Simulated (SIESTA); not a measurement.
Crystal: CuAu.

```
Au Cu
1.0
     2.81075    0.00000    0.00000
     0.00000    2.81075    0.00000
     0.00000    0.00000    3.68500
Au Cu
1 1
Direct
  0.00000 0.00000 0.00000
  0.50000 0.50000 0.50000
```

Base run:

| Item | Value |
| --- | --- |
| Program | SIESTA 5.4.2 |
| Functional | PW91 |
| Potentials or basis | PseudoDojo 0.4 standard (PBE files) |
| Basis | DZP (energy shift 0.003 Ry; two zetas on semicore shells) |
| Grid cutoff | 800 Ry |
| Energy shift | 0.003 Ry |
| k mesh | 9 × 9 × 7 |
| Occupations | fermi-dirac, width 0.05 eV |
| Spin | no spin polarisation |

Its results: band gap on the k mesh none (metal or under the smearing width); pressure 5.0 GPa.

Problem. After a change of settings the same cell gave: band gap on the k mesh none (metal or under the smearing width); pressure 13.9 GPa. Which change was it?
A. functional from PW91 to PBE
B. functional from PW91 to BLYP
C. functional from PW91 to WC; potentials or basis from PseudoDojo 0.4 standard (PBE files) to PseudoDojo 0.4 standard (PBEsol files)
D. functional from PW91 to AM05; potentials or basis from PseudoDojo 0.4 standard (PBE files) to PseudoDojo 0.4 standard (PBEsol files)

Solution. B.

BLYP binds less tightly than PW91, so the same cell stands under more pressure.

Caveats: short orbitals over semicore shells can move pressures by several GPa; the potentials were made for another functional, which shifts forces and pressure; the basis of atomic orbitals isn't converged, which shifts pressures, moduli and gaps.
